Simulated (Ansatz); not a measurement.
# Relaxing Be15S16

These are results of DFT PBE, scalar-relativistic, plane waves, PAW in Ansatz, not measurements. Run with 420 eV cutoff, 2×2×2 k-mesh, shifted by half a step, Gaussian smearing of 0.01 eV, collinear spin.

What was changed: Be vacancy (site a), charge +0, atoms relaxed at the host's cell.

In a supercell of 31 atoms the defect feels its periodic images, and the cell reads as a metal on the mesh, so a level in the gap can't be told from a carrier in the bands.

Input:

```yaml
crystal:
  lattice:
    - [4.876118897, 4.876118897, 4.876118897]
    - [-4.876118897, -4.876118897, 4.876118897]
    - [4.876118897, -4.876118897, -4.876118897]
  atoms:
    - { symbol: Be, position: [0.0, 0.0, 0.0] }
    - { symbol: Be, position: [0.75, 0.5, 0.75] }
    - { symbol: Be, position: [0.0, 0.25, 0.75] }
    - { symbol: Be, position: [0.25, 0.0, 0.75] }
    - { symbol: Be, position: [0.25, 0.75, 0.0] }
    - { symbol: Be, position: [0.5, 0.5, 0.0] }
    - { symbol: Be, position: [0.75, 0.0, 0.25] }
    - { symbol: Be, position: [0.75, 0.75, 0.5] }
    - { symbol: Be, position: [0.0, 0.5, 0.5] }
    - { symbol: Be, position: [0.25, 0.25, 0.5] }
    - { symbol: Be, position: [0.5, 0.0, 0.5] }
    - { symbol: Be, position: [0.5, 0.75, 0.75] }
    - { symbol: Be, position: [0.0, 0.75, 0.25] }
    - { symbol: Be, position: [0.25, 0.5, 0.25] }
    - { symbol: Be, position: [0.5, 0.25, 0.25] }
    - { symbol: S, position: [0.75, 0.25, 0.75], spin: 0.5 }
    - { symbol: S, position: [0.0, 0.0, 0.75] }
    - { symbol: S, position: [0.75, 0.5, 0.5] }
    - { symbol: S, position: [0.0, 0.25, 0.5] }
    - { symbol: S, position: [0.25, 0.0, 0.5] }
    - { symbol: S, position: [0.25, 0.75, 0.75] }
    - { symbol: S, position: [0.5, 0.5, 0.75] }
    - { symbol: S, position: [0.75, 0.0, 0.0], spin: 0.5 }
    - { symbol: S, position: [0.75, 0.75, 0.25] }
    - { symbol: S, position: [0.0, 0.5, 0.25], spin: 0.5 }
    - { symbol: S, position: [0.25, 0.25, 0.25] }
    - { symbol: S, position: [0.5, 0.0, 0.25] }
    - { symbol: S, position: [0.5, 0.75, 0.5] }
    - { symbol: S, position: [0.0, 0.75, 0.0] }
    - { symbol: S, position: [0.25, 0.5, 0.0] }
    - { symbol: S, position: [0.5, 0.25, 0.0], spin: 0.5 }
  host:
    lattice:
      - [0.0, 2.4380594485, 2.4380594485]
      - [2.4380594485, 0.0, 2.4380594485]
      - [2.4380594485, 2.4380594485, 0.0]
    atoms:
      - { symbol: Be, position: [0.0, 0.0, 0.0] }
      - { symbol: S, position: [0.75, 0.75, 0.75] }
basis:
  ecutwfc: 420
  xc_grid: 2
kpoints:
  mp_grid: { grid: [2, 2, 2], shift: [0.5, 0.5, 0.5] }
hamiltonian:
  xc: pbe
scf:
  occupations: { method: gaussian, width: 0.01 }
output:
  forces: true
  stress: false
  eigenvalues: true
  populations: true
  charged_corrections:
    defect_position: [0.75, 0.25, 0.0]
    epsilon: [[7.282, 0.0, 0.0], [0.0, 7.282, 0.0], [0.0, 0.0, 7.282]]
magnetization:
  spin_polarized: true
relax:
  adjacent_minimum: "off"
  f_tol: 0.025
  max_steps: 45
```

F is the free energy.

Steps:

```csv
step,F − F(1) (eV),largest force component (eV/Å)
1,0.0000,0.263
2,-0.0704,0.107
3,-0.0890,0.019
4,-0.0890,0.019
```

Relaxed structure:

```cif
data_structure
_symmetry_space_group_name_H-M 'P 1'
_symmetry_Int_Tables_number 1
_cell_length_a 8.4457
_cell_length_b 8.4457
_cell_length_c 8.4457
_cell_angle_alpha 109.471
_cell_angle_beta 109.471
_cell_angle_gamma 109.471
_cell_volume 463.75
loop_
_atom_site_label
_atom_site_type_symbol
_atom_site_fract_x
_atom_site_fract_y
_atom_site_fract_z
_atom_site_occupancy
Be1 Be 0.99948 0.00014 0.00000 1
Be2 Be 0.75000 0.49948 0.75014 1
Be3 Be 0.99948 0.25000 0.75014 1
Be4 Be 0.25067 0.00052 0.75052 1
Be5 Be 0.25000 0.75000 0.00000 1
Be6 Be 0.50014 0.49948 0.00000 1
Be7 Be 0.75000 0.00014 0.24948 1
Be8 Be 0.75000 0.75000 0.50000 1
Be9 Be 0.99986 0.49986 0.49933 1
Be10 Be 0.25000 0.25000 0.50000 1
Be11 Be 0.50052 0.00052 0.50067 1
Be12 Be 0.50052 0.75067 0.75052 1
Be13 Be 0.99986 0.74933 0.24986 1
Be14 Be 0.24933 0.49986 0.24986 1
Be15 Be 0.50014 0.25000 0.24948 1
S1 S 0.75000 0.25000 0.73959 1
S2 S 0.99888 0.00003 0.75003 1
S3 S 0.75000 0.49997 0.49885 1
S4 S 0.99997 0.25000 0.49885 1
S5 S 0.25115 0.00112 0.50115 1
S6 S 0.25115 0.75115 0.75112 1
S7 S 0.50003 0.49888 0.75003 1
S8 S 0.75000 0.98959 0.00000 1
S9 S 0.75000 0.74885 0.24997 1
S10 S 0.01041 0.51041 0.26041 1
S11 S 0.24885 0.25000 0.24997 1
S12 S 0.50003 0.00003 0.24888 1
S13 S 0.50112 0.75115 0.50115 1
S14 S 0.99997 0.74885 0.00000 1
S15 S 0.24885 0.49997 0.00000 1
S16 S 0.48959 0.25000 0.00000 1
```

The run converged. The run took roughly 2.8 core-minutes.